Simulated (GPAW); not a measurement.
Wanted: an ASE script for a GPAW 26.7.0 run.

- Task: relaxation of cell and atoms
- Functional: RPBE
- Potentials or basis: the program's PAW data sets (release 1.2.1) made for this functional
- Cutoff: 800 eV
- Basis: pw
- k mesh: 8 × 8 × 7
- Occupations: fermi-dirac, width 0.05 eV
- Spin: collinear spin, ferromagnetic start
- Starting moments: [2.0, 0.0] μB
- Maxiter: 150
- Optimizer: BFGS
- Fmax: 0.02 eV/Å
- Max steps: 60
- Convergence: density=1e-05 forces=0.0001

The system is CoO.

```
Co O
1.0
     2.82845    0.00000    0.00000
    -1.41423    2.44951    0.00000
     0.00000    0.00000    2.72172
Co O
1 1
Direct
  0.00000 0.00000 0.50000
  0.66667 0.33333 0.00000
```

The cell was built by a generator and needn't be a form met in nature.

These files were run (other wordings do the same):

run.py

```python
from ase import Atoms
from ase.filters import FrechetCellFilter
from ase.io import write
from ase.optimize import BFGS
from gpaw import GPAW, PW

atoms = Atoms(['Co', 'O'],
              cell=[[2.8284514434, 0.0, 0.0],
                    [-1.4142257217, 2.4495108034, 0.0],
                    [0.0, 0.0, 2.72172]],
              scaled_positions=[[0.0, 0.0, 0.5],
                                [0.6666666667, 0.3333333333, 0.0]],
              pbc=True)
atoms.set_initial_magnetic_moments([2.0, 0.0])

calc = GPAW(mode=PW(800),
            xc='RPBE',
            kpts={'size': (8, 8, 7), 'gamma': True},
            occupations={'name': 'fermi-dirac', 'width': 0.05},
            nbands=17,
            convergence={'density': 1e-05, 'forces': 0.0001},
            maxiter=150,
            txt='gpaw.txt')
atoms.calc = calc
opt = BFGS(FrechetCellFilter(atoms), trajectory='relax.traj', logfile='-')
done = opt.run(fmax=0.02, steps=60)
calc.write('gs.gpw')
write('result.traj', atoms)
print('Converged:', done)
print('Cell:', atoms.cell.cellpar().round(4))
print('Volume:', round(atoms.get_volume(), 4))
print(atoms.get_scaled_positions().round(5))
```

Potentials or basis: the program's PAW data sets (release 1.2.1) made for this functional, pw.

The run is started by

```console
$ OMP_NUM_THREADS=1 python run.py
```

Results of the run:

The relaxed volume is 9.79 Å³/atom and the relaxed cell is a = 2.867 Å, b = 2.867 Å, c = 2.751 Å, α = 90.00°, β = 90.00°, γ = 120.00°. The space group after relaxing (to 0.05 Å) is P-6m2 (No. 187), the energy gained by relaxing is 7.7 meV/atom and the ionic steps are 7. The pressure after relaxing is -0.2 GPa. The band gap on the k mesh is none (metal or under the smearing width), the net moment is 3.00 μB per cell and the site moments are Co +2.55; O +0.30 μB.

Caveat: each step starts from the last one's moments, so a moment once lost doesn't come back; later steps reuse the first step's grids; a cell with one magnetic atom can't hold antiferromagnetic order, which such compounds often take; semilocal functionals often make such compounds metallic where correlation or magnetic order opens a gap, which also shifts bond lengths.

It took 2.9 min on 1 thread of Arm Neoverse V1, with other jobs on the host, peak memory 0.25 GiB.
